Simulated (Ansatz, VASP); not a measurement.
**Two plane-wave programs on LiF (base)**

INCAR

```
  PREC = Accurate
  ENCUT = 520
  EDIFF = 1E-6
  ISMEAR = 0
  SIGMA = 0.1
  LREAL = F
  LASPH = T
  NELM = 100
  ALGO = Normal
  ISIF = 2
  LWAVE = F
  LCHARG = T
  GGA = PE
  LELF = T
  LVHAR = T
  NBANDS = 12
```

KPOINTS

```
Automatic mesh
0
Gamma
  8 8 8
```

Contents of POSCAR:

```
LiF
1.0
    0.0000000000      2.0140000000      2.0140000000
    2.0140000000      0.0000000000      2.0140000000
    2.0140000000      2.0140000000      0.0000000000
Li F
1 1
Direct
    0.0000000000      0.0000000000      0.0000000000
    0.5000000000      0.5000000000      0.5000000000
```

Input for Ansatz:

```yaml
crystal:
  lattice:
    - [0.0, 2.014, 2.014]
    - [2.014, 0.0, 2.014]
    - [2.014, 2.014, 0.0]
  atoms:
    - { symbol: Li, position: [0.0, 0.0, 0.0] }
    - { symbol: F, position: [0.5, 0.5, 0.5] }
basis:
  ecutwfc: 420
kpoints:
  mp_grid: { grid: [8, 8, 8] }
hamiltonian:
  xc: pbe
  pseudopotentials: { kind: paw }
scf:
  occupations: { method: gaussian, width: 0.1 }
output:
  forces: true
  stress: true
  eigenvalues: true
```

Alike in both runs: task single point; functional PBE; k mesh 8 × 8 × 8; occupations gaussian, width 0.1 eV; no spin polarisation.

```csv
,VASP,Ansatz
version,VASP 6.6.1,Ansatz 0.2.0
potentials or method,"VASP PAW PBE potentials, release 64 (Li_sv, F)","scalar-relativistic, plane waves, PAW"
plane-wave cutoff (eV),520,420
valence electrons in the cell,10,10
```

|  | VASP | Ansatz | Ansatz less VASP |
| --- | --- | --- | --- |
| gap on the k mesh at the Fermi level (eV) | 9.09 | 9.09 | +0.002 |
| least direct gap on the mesh (eV) | 9.09 | 9.09 | +0.002 |

The functional is the same, so the differences come from potentials, cutoffs and numerics.

 A k mesh can miss the band edges. Expect the measured gap to be larger: semilocal functionals such as PBE lack the derivative discontinuity.
